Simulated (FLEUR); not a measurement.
V and the effect of the Hubbard U on V d

Symmetry: P6_3/mmc, No. 194, hexagonal system. Conventional cell: a = 2.604 Å, b = 2.604 Å, c = 4.723 Å, α = 90.00°, β = 90.00°, γ = 120.00°. V (site symmetry -6m2) has 12 V at 2.60 to 2.80 Å as nearest neighbours.

This isn't the form of V at room conditions, which is bcc.

Kept alike: task single point; functional LDA; k mesh 10 × 10 × 5; occupations fermi-dirac, width 0.05 eV; collinear spin, ferromagnetic start. Program: FLEUR, all-electron, FLAPW. The mesh is that of the run's cell of 2 atoms. No spin-orbit coupling.

| Hubbard U on V d, U (eV) | largest site moment (μB) |
| --- | --- |
| 0 | 0.00 |
| 1 | 0.00 |
| 2 | 0.00 |
| 3 | 0.54 |
| 4 | 0.82 |
| 5 | 0.91 |
| 6 | 1.19 |

For a metal such a mesh leaves the last digits unconverged. How U acts hangs on the program's projectors. The runs hold the magnetic state that their start led to, which needn't be the lowest. Site moments count inside each atom's sphere or projector.

What does the Hubbard U on V d change here?

The largest site moment rises from 0.00 to 1.19 μB between 0 and 6 eV. U favours whole occupations of the shell, which as a rule raises the local moment.

The moment doesn't grow steadily from the start: it is absent up to U = 2 eV, appears by 3 eV and then rises at every step. Such a threshold is what the Stoner picture of an itinerant magnet leads one to expect. Spin splitting costs band energy, and in V the d orbitals of close neighbours overlap strongly and form wide bands, so that cost is high. On the V d shell, U adds to the exchange gain, and a moment survives only once that gain outweighs the cost.

Elemental V is known as a Pauli paramagnet in its bcc form. The zero moments at small U fit that behaviour, whereas those from 3 eV upwards probably reflect an overcorrection: in a metal the d electrons are mobile and well screened, and a static, atomic-like U exaggerates their localisation. The series therefore gives no support for hcp V as a real ferromagnet, and it doesn't by itself determine which U is appropriate.
